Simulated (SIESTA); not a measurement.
PtS2:

```
Pt S
1.0
     3.54320    0.00000    0.00000
    -1.77160    3.06850    0.00000
     0.00000    0.00000    5.03880
Pt S
1 2
Direct
  0.00000 0.00000 0.00000
  0.66667 0.33333 0.77300
  0.33333 0.66667 0.22700
```

Base run:

- Program: SIESTA 5.4.2
- Functional: PBE
- Potentials or basis: PseudoDojo 0.4 standard (PBE files)
- Basis: DZ (energy shift 0.003 Ry; two zetas on semicore shells)
- Grid cutoff: 800 Ry
- Energy shift: 0.003 Ry
- k mesh: 9 × 9 × 5
- Occupations: fermi-dirac, width 0.05 eV
- Spin: no spin polarisation

Its results: band gap on the k mesh 0.81 eV, indirect (least direct gap 1.01 eV); pressure 22.7 GPa; largest force 3.501 eV/Å.

**Question.** After a change of settings the same cell gave: band gap on the k mesh 0.91 eV, indirect (least direct gap 1.00 eV); pressure 17.0 GPa; largest force 2.275 eV/Å. Which change was it?
A. basis from DZ (energy shift 0.003 Ry; two zetas on semicore shells) to TZDP (energy shift 0.003 Ry; two zetas on semicore shells)
B. basis from DZ (energy shift 0.003 Ry; two zetas on semicore shells) to SZP (energy shift 0.003 Ry)
C. basis from DZ (energy shift 0.003 Ry; two zetas on semicore shells) to DZDP (energy shift 0.003 Ry; two zetas on semicore shells)
D. basis from DZ (energy shift 0.003 Ry; two zetas on semicore shells) to DZP (energy shift 0.003 Ry; two zetas on semicore shells)

**Answer.** B.

Caveats: short orbitals over semicore shells can move pressures by several GPa; spin-orbit coupling is left out, which moves the levels of the heavy elements; an odd mesh through Γ misses points on the zone boundary, where band edges often lie; the basis of atomic orbitals isn't converged, which shifts pressures, moduli and gaps; forces of over 1 eV/Å show positions far from the minimum, so gaps and moduli don't describe the material at rest; the basis has no polarisation orbitals (some runs).
